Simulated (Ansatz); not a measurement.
## Stack of 1T-SnSSe under alpha-Ga2S3 ferroelectric layer, upper layer turned by 180° in a perpendicular field

Aim: how the stack of 1T-SnSSe under alpha-Ga2S3 ferroelectric layer, upper layer turned by 180° screens a field along its normal, and what the field does to its bands. A positive field points along +c.

Calculated with Ansatz 0.2.0; plane-wave DFT, PBE-D3(BJ), Ansatz PAW.

**1. Starting point**

The cell holds 8 atoms: 1 Se, 1 Sn, 4 S and 2 Ga. Its edges and angles: a = 3.718 Å, b = 3.718 Å, c = 53.552 Å, α = 90.0°, β = 90.0°, γ = 120.0°. Regions: layer 1: 1T-SnSSe, 3 atoms (1 Se, 1 Sn and 1 S); layer 2: alpha-Ga2S3 ferroelectric layer, 5 atoms (3 S and 2 Ga). Vacuum lies along c.

**2. Relaxation**

The starting cell is a guess, so the in-plane lattice and the atoms are relaxed first, with the slab cut off from its images along the normal.

Input file input.yaml:

```yaml
crystal:
  lattice:
    - [3.7175, 0.0, 0.0]
    - [-1.85875, 3.2194494386, 0.0]
    - [0.0, 0.0, 53.5521565075]
  atoms:
    - { symbol: Se, position: [0.6666666667, 0.3333333333, 0.3949420785] }
    - { symbol: Sn, position: [0.0, 0.0, 0.4164807785] }
    - { symbol: S, position: [0.3333333333, 0.6666666667, 0.4331827611] }
    - { symbol: S, position: [0.3333333333, 0.6666666667, 0.4892029141] }
    - { symbol: Ga, position: [0.0, 0.0, 0.5102572412] }
    - { symbol: S, position: [0.0, 0.0, 0.5526458236] }
    - { symbol: Ga, position: [0.6666666667, 0.3333333333, 0.5817161911] }
    - { symbol: S, position: [0.3333333333, 0.6666666667, 0.6050579215] }
  periodic: [true, true, false]
kpoints:
  mp_grid: { grid: [12, 12, 1] }
hamiltonian:
  xc: pbe
  dispersion: d3bj
scf:
  occupations: { method: fermi_dirac, width: 0.05 }
  convergence: { dr2_threshold: 1.0e-09 }
relax:
  f_tol: 0.004
  max_steps: 90
  cell: {}
output:
  write_potential: true
  write_density: true
  volumetric_format: npy
```

Launch:

```bash
> ansatz run input.yaml --threads 4 --pin off --max-ram 8192MiB --backend cpu --events-out ev --progress --plain --runs-dir out
```

Numbers of over 12 decimals in the logs are rounded to 6 here.

What it wrote:

```text
Warning: relax.cell: scf.convergence.dr2_threshold = 1e-9 eV is looser than the 1.7712667732e-10 eV advised for a relaxation that steers and ends on the stress (1e-10 eV for each atom of the cell: 8, times the square of relax.cell.stress_2d_tol = 0.05 N/m over 21.3 Å (the atoms' height at the walk's start and 5 Å past either face), 2.353e-2 GPa, over a crystal's default 0.05). What an SCF threshold leaves in a stress goes as its square root, and in the free energy as the threshold itself, and one threshold admits the most on a small cell: [figures from the program's tests cut] Set scf.convergence.dr2_threshold to 1.7712667732e-10 eV or tighter. [rest of the remark cut]
Engine: ansatz 0.2.0, x86_64-unknown-linux-gnu
Pseudopotentials: kind: paw
Pseudopotential: Se, paw, valence charge 16, recommended cutoff 420 eV (normal), Se.paw.azcp
Pseudopotential: Sn, paw, valence charge 14, recommended cutoff 420 eV (normal), Sn.paw.azcp
Pseudopotential: S, paw, valence charge 6, recommended cutoff 420 eV (normal), S.paw.azcp
Pseudopotential: Ga, paw, valence charge 13, recommended cutoff 420 eV (normal), Ga.paw.azcp
Functional definition: PBE
  parameter kappa = 0.804
  parameter beta = 0.066725
  exchange = pbe_x(kappa = kappa, mu = beta*pi^2/3)
  correlation = pbe_c(beta = beta)
Crystal: 8 atoms, lattice volume = 640.928 Å³
Basis set: ecut = 420 eV, 12587 PW (Γ), exchange–correlation on 50×50×720 points (8 copies of the dense FFT grid, shifted against one another)
Bands: 48, of which v1, the nominal top of the filled ones, is band 40 counted from 1 (39 counted from 0)
Symmetry: 6 space group operations
Space group: P3m1 (ITA 156), of the structure as read, at distance tolerance 8.6e-5 Å
k-points: 19 of 144 (time reversal used)
Non-local potential: Se, projectors of the file, l = 0: 2, l = 1: 2, l = 2: 3, l = 3: 1
Non-local potential: Sn, projectors of the file, l = 0: 2, l = 1: 2, l = 2: 2, l = 3: 2
Non-local potential: S, projectors of the file, l = 0: 2, l = 1: 2, l = 2: 2
Non-local potential: Ga, projectors of the file, l = 0: 2, l = 1: 2, l = 2: 3, l = 3: 1
PAW form: soft (Blöchl's): semilocal exchange-correlation on the pseudo side does not see the compensation charge
PAW one-centre angular grid: Se, 590 points (default); XC on 64 Gauss nodes
PAW one-centre angular grid: Sn, 590 points (default); XC on 64 Gauss nodes
PAW one-centre angular grid: S, 110 points (default); XC on 64 Gauss nodes
PAW one-centre angular grid: Ga, 590 points (default); XC on 64 Gauss nodes
Initial density: superposition of atomic densities (neutral atoms: chi_scale 0, normalization atom), corrected by the library's trained network
Initial wavefunctions: pseudopotential atomic-orbital guess
Functional: x = pbe(κ = 0.804, μ = 0.219515), c = pbe(β = 0.066725)
SCF iter   1: F=—  HF=-22670.052654 eV  |F-HF|=—  |Δ(HF+E_count)|=         —  Δρ=1.77e-3  dr2=8.28e-2  ethr=1.77e-3  ⟨swp⟩=20.4  Hψ=6883  notcnv=0  defer=3
preconditioner: auto → Resta (q_TF=auto, 1.929 Å⁻¹)  ε∞=1.7  [insulator: Δε(μ)=1.358 eV  Ē_g=14.429 eV  σ=0.050 eV  W_gap=1.00  n_scr=32 (ndim 8)  ℏωp=12.3 eV  f_vac=0.722  D(μ)=0.00/eV (n_scr^D=0)  ε∞_Penn≈1.7  vacuum switching on, ρ_ref=1.5e-2 e/Å³]
SCF iter   2: F=—  HF=-22670.062111 eV  |F-HF|=—  |Δ(HF+E_count)|=   9.46e-3  Δρ=1.68e-3  dr2=2.68e-1  ethr=1.03e-4  ⟨swp⟩=4.2  Hψ=2163  notcnv=0  defer=47
SCF iter   3: F=—  HF=-22670.041740 eV  |F-HF|=—  |Δ(HF+E_count)|=   2.04e-2  Δρ=6.75e-4  dr2=3.21e-2  ethr=1.03e-4  ⟨swp⟩=3.7  Hψ=1327  notcnv=0  defer=43
SCF iter   4: F=—  HF=-22670.039260 eV  |F-HF|=—  |Δ(HF+E_count)|=   2.48e-3  Δρ=3.00e-4  dr2=2.11e-3  ethr=4.02e-5  ⟨swp⟩=2.7  Hψ=1198  notcnv=0  defer=38
SCF iter   5: F=—  HF=-22670.039277 eV  |F-HF|=—  |Δ(HF+E_count)|=   1.73e-5  Δρ=1.43e-4  dr2=1.23e-4  ethr=2.63e-6  ⟨swp⟩=3.0  Hψ=1625  notcnv=0  defer=38
SCF iter   6: F=—  HF=-22670.039376 eV  |F-HF|=—  |Δ(HF+E_count)|=   9.92e-5  Δρ=5.82e-5  dr2=3.91e-5  ethr=1.54e-7  ⟨swp⟩=3.2  Hψ=1941  notcnv=0  defer=37
SCF iter   7: F=—  HF=-22670.039435 eV  |F-HF|=—  |Δ(HF+E_count)|=   5.89e-5  Δρ=2.14e-5  dr2=1.36e-5  ethr=4.89e-8  ⟨swp⟩=2.9  Hψ=1812  notcnv=0  defer=37
SCF iter   8: F=—  HF=-22670.039436 eV  |F-HF|=—  |Δ(HF+E_count)|=   1.32e-6  Δρ=1.05e-5  dr2=1.40e-6  ethr=1.70e-8  ⟨swp⟩=2.8  Hψ=1414  notcnv=0  defer=37
SCF iter   9: F=—  HF=-22670.039471 eV  |F-HF|=—  |Δ(HF+E_count)|=   3.49e-5  Δρ=4.57e-6  dr2=1.30e-7  ethr=1.75e-9  ⟨swp⟩=3.2  Hψ=1707  notcnv=0  defer=37
SCF iter  10: F=—  HF=-22670.039471 eV  |F-HF|=—  |Δ(HF+E_count)|=   1.73e-7  Δρ=1.48e-6  dr2=1.68e-8  ethr=1.63e-10  ⟨swp⟩=3.4  Hψ=1999  notcnv=0  defer=37
SCF iter  11: F=—  HF=-22670.039471 eV  |F-HF|=—  |Δ(HF+E_count)|=   4.39e-8  Δρ=4.90e-7  dr2=1.78e-9  ethr=2.10e-11  ⟨swp⟩=2.8  Hψ=1725  notcnv=0  defer=37
SCF iter  12: F=-22670.039471 eV  HF=-22670.039471 eV  |F-HF|=5.71e-10  |Δ(HF+E_count)|=   4.94e-9  Δρ=2.09e-7  dr2=2.94e-10  ethr=1.25e-12  ⟨swp⟩=12.4  Hψ=7303  notcnv=0
SCF 1 converged in 12 iterations: F = -22670.039471 eV  dr2 = 2.94e-10
  greatest PAW one-centre occupation: 1.000 electrons in one spin orbital (limit 2), on the Se atom at site 0 (counted from 0), in its partial waves of l = 2
relax step   1: F+E_penalty+E_count = -22670.03947141 eV  Δ(F+E_penalty+E_count) = +0.000e0 eV  max|allowed force component| = 5.947e0 eV/Å  Δτ_max = 0.0000 Å  P = +17.047 N/m  Ω = 640.928 Å³  fix = [c, alpha, beta]  reactions: c +0.000 N/m  (12 SCF iters, accepted)
Crystal: 8 atoms, lattice volume = 647.434 Å³
Basis set: ecut = 420 eV, 12719 PW (Γ), exchange–correlation on 50×50×720 points (8 copies of the dense FFT grid, shifted against one another)
Initial density: handed on by an earlier stage of this run
Initial wavefunctions: those handed on with the density
iter 1 solved again at ethr=1.80e-4 eV; its pass at ethr=3.10e-3 eV (dr2=1.44e-1 eV) is discarded
SCF iter   1: F=—  HF=-22671.840161 eV  |F-HF|=—  |Δ(HF+E_count)|=         —  Δρ=3.56e-3  dr2=1.41e-1  ethr=1.80e-4  ⟨swp⟩=4.2  Hψ=6433  notcnv=0  defer=1
preconditioner: auto → Resta (q_TF=auto, 1.925 Å⁻¹)  ε∞=1.7  [insulator: Δε(μ)=0.851 eV  Ē_g=14.274 eV  σ=0.050 eV  W_gap=1.00  n_scr=32 (ndim 8)  ℏωp=12.2 eV  f_vac=0.720  D(μ)=0.00/eV (n_scr^D=0)  ε∞_Penn≈1.7  vacuum switching on, ρ_ref=1.5e-2 e/Å³]
SCF iter   2: F=—  HF=-22671.815010 eV  |F-HF|=—  |Δ(HF+E_count)|=   2.52e-2  Δρ=1.79e-3  dr2=4.19e-2  ethr=1.76e-4  ⟨swp⟩=5.7  Hψ=1685  notcnv=0  defer=2
SCF iter   3: F=—  HF=-22671.810789 eV  |F-HF|=—  |Δ(HF+E_count)|=   4.22e-3  Δρ=1.05e-3  dr2=1.82e-2  ethr=5.24e-5  ⟨swp⟩=2.9  Hψ=1387  notcnv=0  defer=48
[...]
relax step   7: F+E_penalty+E_count = -22673.62297351 eV  Δ(F+E_penalty+E_count) = -2.981e-2 eV  max|allowed force component| = 1.023e-1 eV/Å  Δτ_max = 0.2000 Å  P = +0.185 N/m  Ω = 620.695 Å³  energy of the carried Pulay correction = +1.770e-3 eV  fix = [c, alpha, beta]  reactions: c +0.000 N/m  (14 SCF iters, accepted)
relax step   8: F+E_penalty+E_count = -22673.62398835 eV  Δ(F+E_penalty+E_count) = -1.015e-3 eV  max|allowed force component| = 5.159e-2 eV/Å  Δτ_max = 0.0185 Å  P = +0.198 N/m  Ω = 620.012 Å³  energy of the carried Pulay correction = +1.830e-3 eV  fix = [c, alpha, beta]  reactions: c +0.000 N/m  (12 SCF iters, accepted)
relax step   9: F+E_penalty+E_count = -22673.62419231 eV  Δ(F+E_penalty+E_count) = -2.040e-4 eV  max|allowed force component| = 3.298e-2 eV/Å  Δτ_max = 0.0166 Å  P = +0.114 N/m  Ω = 620.361 Å³  energy of the carried Pulay correction = +1.799e-3 eV  fix = [c, alpha, beta]  reactions: c +0.000 N/m  (11 SCF iters, accepted)
relax step  10: F+E_penalty+E_count = -22673.62429098 eV  Δ(F+E_penalty+E_count) = -9.867e-5 eV  max|allowed force component| = 1.483e-2 eV/Å  Δτ_max = 0.0091 Å  P = +0.097 N/m  Ω = 620.094 Å³  energy of the carried Pulay correction = +1.823e-3 eV  fix = [c, alpha, beta]  reactions: c +0.000 N/m  (11 SCF iters, accepted)
relax step  11: F+E_penalty+E_count = -22673.62429922 eV  Δ(F+E_penalty+E_count) = -8.244e-6 eV  max|allowed force component| = 2.935e-3 eV/Å  Δτ_max = 0.0032 Å  P = +0.021 N/m  Ω = 620.631 Å³  energy of the carried Pulay correction = +1.775e-3 eV  fix = [c, alpha, beta]  reactions: c +0.000 N/m  (10 SCF iters, accepted)
Initial wavefunctions: pseudopotential atomic-orbital guess (no wavefunctions were taken with the density)
iter 1 solved again at ethr=7.08e-7 eV; its pass at ethr=3.10e-3 eV (dr2=5.67e-4 eV) is discarded
SCF iter   1: F=—  HF=-22673.623073 eV  |F-HF|=—  |Δ(HF+E_count)|=         —  Δρ=1.78e-5  dr2=5.60e-7  ethr=7.08e-7  ⟨swp⟩=5.1  Hψ=9606  notcnv=0
eigensolver tolerance schedule: the retry pair's looser diagonalisation over-reported the residual by 1010.13 of it (diagonalisation noise at 0.30 of the residual, at the tolerance the schedule requests for it); recorded, not acted on — ethr = c·dr2/N_el stays at c = 1.0e-1
preconditioner: auto → LDOS  [insulator: Δε(μ)=0.335 eV  Ē_g=14.189 eV  σ=0.050 eV  W_gap=0.92  n_scr=32 (ndim 8)  ℏωp=12.5 eV  f_vac=0.699  D(μ)=0.11/eV (n_scr^D=2)  ε∞_Penn≈1.8  β→1.0]
SCF iter   2: F=—  HF=-22673.623079 eV  |F-HF|=—  |Δ(HF+E_count)|=   6.48e-6  Δρ=1.18e-5  dr2=5.66e-7  ethr=7.01e-10  ⟨swp⟩=4.7  Hψ=3137  notcnv=0
SCF iter   3: F=—  HF=-22673.623079 eV  |F-HF|=—  |Δ(HF+E_count)|=   4.07e-7  Δρ=6.17e-6  dr2=3.55e-7  ethr=7.01e-10  ⟨swp⟩=2.1  Hψ=1674  notcnv=0
SCF iter   4: F=—  HF=-22673.623079 eV  |F-HF|=—  |Δ(HF+E_count)|=   1.74e-7  Δρ=2.25e-6  dr2=3.96e-8  ethr=4.43e-10  ⟨swp⟩=3.0  Hψ=1775  notcnv=0
SCF iter   5: F=—  HF=-22673.623079 eV  |F-HF|=—  |Δ(HF+E_count)|=   2.30e-8  Δρ=4.60e-7  dr2=4.07e-9  ethr=4.95e-11  ⟨swp⟩=2.9  Hψ=1644  notcnv=0
SCF iter   6: F=-22673.623079 eV  HF=-22673.623079 eV  |F-HF|=3.35e-10  |Δ(HF+E_count)|=  5.02e-10  Δρ=1.50e-7  dr2=2.25e-10  ethr=1.25e-12  ⟨swp⟩=13.7  Hψ=8364  notcnv=0
SCF 12 converged in 6 iterations: F = -22673.623079 eV  dr2 = 2.25e-10
relax step  12: F+E_penalty+E_count = -22673.62307884 eV  Δ(F+E_penalty+E_count) = +1.220e-3 eV  max|allowed force component| = 2.949e-3 eV/Å  Δτ_max = 0.0000 Å  P = -0.003 N/m  Ω = 620.631 Å³  fix = [c, alpha, beta]  reactions: c -0.000 N/m  stress off target by 3.21e-3 N/m on what of the cell is left free  SCF on the basis re-selected at this cell (its energy is not comparable with the rows above)  (6 SCF iters)
basis re-selected at this cell: Δ(F+E_penalty+E_count) = +1.220e-3 eV, ΔP = -0.024 N/m vs the last step (what re-selecting the basis moved, of the pressure what is left beyond the Pulay correction that the steps carried, after the strain that the cell walked since its last selection, with what the two solves' SCF thresholds leave and, on support functions, any second-order correction that the steps lacked; it is no m [...]
WARN: The output density's exchange-correlation potential varies sharply where the density is thin. Do not read a vacuum level from v_tot or v_xc, or from such a field of the output density. On a cell that repeats whose density bears no net charge and no dipole along the vacuum's axis use v_es (v_loc + v_h of the components); under efield.dipole_correction with no amplitude use v_es + v_field, which holds any externa [...]
SCF converged after 6 iterations
Free energy (F): -22673.623079 eV
Harris-Foulkes:  -22673.623079 eV  (|F-HF|=3.35e-10)
Internal energy: -22673.621659 eV  (E = F + TS)
E sigma→0 (E₀):  -22673.622369 eV
Entropy (-TS):   -0.001420 eV (-0.177 meV/atom)
Fermi energy:    -5.879801 eV
--- Per-component energies (eV) ---
  E_band       = -1682.503781
  E_kinetic    = 963.298814
  E_local      = -412137.791043  (includes V_loc(G=0)·N_el)
  E_nonlocal   = 343.319703
  E_hartree    = 205401.925550
  E_xc         = -1009.488978
  E_vxc        = -655.554764  (∫ρ·V_xc dr)
  E_paw        = -12439.359736  (= ΣΔE_a)
  E_vpaw       = -999.625617  (= ΣTr[D̂ρ^β])
  E_aug_tail   = -0.000827  (compensation charges beyond the density's cutoff)
  E_ewald      = 196206.574887
  E_disp       = -2.100030  (pairwise vdW)
  E_smearing   = -0.001420  (= −TS)
  E_closure    = 0.000000  (closes the sum)
  Σ components = -22673.623079   (vs F -22673.623079, Δ=0.00e0)
--- Forces (eV/Å), atoms counted from 1 ---
  atom   1  Se     0.00000000    -0.00000000    -0.00035287
  atom   2  Sn     0.00000000    -0.00000000    -0.00235914
  atom   3  S     -0.00000000     0.00000000     0.00253081
  atom   4  S      0.00000000     0.00000000    -0.00086611
  atom   5  Ga    -0.00000000    -0.00000000     0.00122919
  atom   6  S      0.00000000     0.00000000    -0.00294887
  atom   7  Ga     0.00000000     0.00000000     0.00018808
  atom   8  S      0.00000000    -0.00000000     0.00257647
  max |Σ_I F_I| component: 2.43e-6 eV/Å
--- 2D stress c σ (N/m, compression-positive) ---
       -0.003213      -0.000000      -0.000000
        0.000000      -0.003213      -0.000000
       -0.000000      -0.000000      -0.000000
  P = ½ c Tr σ = -0.0032 N/m
--- Band table (eV; the first three rows and the last of 19) ---
  k-point 0: bands = [... 36 lower, -6.4053, -6.4053, -6.3088, -6.3088, -4.7240, -4.3284, -3.1787, -3.0886, ... 4 higher]
  k-point 1: bands = [... 36 lower, -6.7088, -6.5315, -6.4275, -6.1401, -4.3681, -3.9684, -2.8664, -2.6452, ... 4 higher]
  k-point 2: bands = [... 36 lower, -7.1222, -6.7232, -6.6422, -6.0787, -4.1185, -3.4918, -2.6943, -2.4275, ... 4 higher]
  k-point 18: bands = [... 36 lower, -7.8551, -7.8022, -7.7364, -6.3373, -4.7616, -3.4113, -2.6791, -1.5306, ... 4 higher]
  the weakly bound empty levels are not read free of the cell's end (no_gap_told)
--- Relaxed structure (11 steps of the walk, 11 accepted, 1 SCFs on fresh bases) ---
  F+E_penalty+E_count = -22673.62307884 eV   max|allowed force component| = 2.949e-3 eV/Å   (the final SCF, on the basis selected at the relaxed cell)
  cell:  # Å, volume = 620.6312 Å³
    - [3.658163, -2.195925478165035e-18, 0]
    - [-1.829081, 3.168062, 0]
    - [0, 0, 53.5521565075]
  atoms:
    - { symbol: Se, position: [0.666667, 0.333333, 0.372528] }
    - { symbol: Sn, position: [-9.952979647063891e-17, 1.7347234759768077e-17, 0.403329] }
    - { symbol: S, position: [0.333333, 0.666667, 0.431181] }
    - { symbol: S, position: [0.333333, 0.666667, 0.499585] }
    - { symbol: Ga, position: [-8.79430157801003e-17, 1.734723475976807e-17, 0.518840] }
    - { symbol: S, position: [-8.858169532918408e-17, 1.734723475976807e-17, 0.560031] }
    - { symbol: Ga, position: [0.666667, 0.333333, 0.588467] }
    - { symbol: S, position: [0.333333, 0.666667, 0.609525] }
```

Run time: 7.9 min. Hardware: 4 threads of Intel Xeon at 2.50GHz (Skylake/Cascade Lake), shared host; peak memory 1.3 GiB.

The steps of the relaxation:

```
step  energy less that of the first step (eV)  largest force component (eV/Å)  volume (Å³)
   1                                   0.0000                          5.9468       640.93
   2                                  -1.7700                          3.3155       647.43
   3                                  -2.7899                          1.7824       645.15
   4                                  -3.2724                          0.7480       638.17
   5                                  -3.4615                          0.1907       629.92
   6                                  -3.5537                          0.1291       623.10
   7                                  -3.5835                          0.1023       620.70
   8                                  -3.5845                          0.0516       620.01
   9                                  -3.5847                          0.0330       620.36
  10                                  -3.5848                          0.0148       620.09
  11                                  -3.5848                          0.0029       620.63
 12*                                  -3.5836                          0.0029       620.63
```

Relaxation steps marked * repeat the geometry before them on a plane-wave basis chosen anew for their cell, so energy and pressure can jump there.

Forces are held to the 6 operations that the run works with; a distortion that breaks them can't arise in this run.

```
cell as run  before  after  change
      a (Å)   3.718  3.658  -1.6 %
      b (Å)   3.718  3.658  -1.6 %
```

The atoms that moved most (Å, along periodic axes as changes of fractional coordinates times the final cell, across vacuum about the mean position):

```
atom     dx     dy      dz  length
 Se1  0.000  0.000  -1.200   1.200
 Sn2  0.000  0.000  -0.704   0.704
  S4  0.000  0.000   0.556   0.556
 Ga5  0.000  0.000   0.460   0.460
  S6  0.000  0.000   0.395   0.395
 Ga7  0.000  0.000   0.362   0.362
  S8  0.000  0.000   0.239   0.239
  S3  0.000  0.000  -0.107   0.107
```

This step gave:

```
energy at zero smearing : -22673.6224 eV
```

The lattice constant a goes from 3.718 to 3.658 Å.

(Part 1 of 2 ends here.)

[Logs are printed without paths, hosts, clocks, repeated set-up lines and the standing remarks that a program may print on its own settings, such as how far it seeks lower states.]

[Hosts, paths, dates, database ids (printed as entryN), source tags and the programs' standing remarks are cut or masked in the printed files.]

[Maps of the electrostatic potential energy from Ansatz leave out the sawtooth potential of an applied field or a dipole correction, so their vacuum need not be flat; planar profiles and work functions include it.]
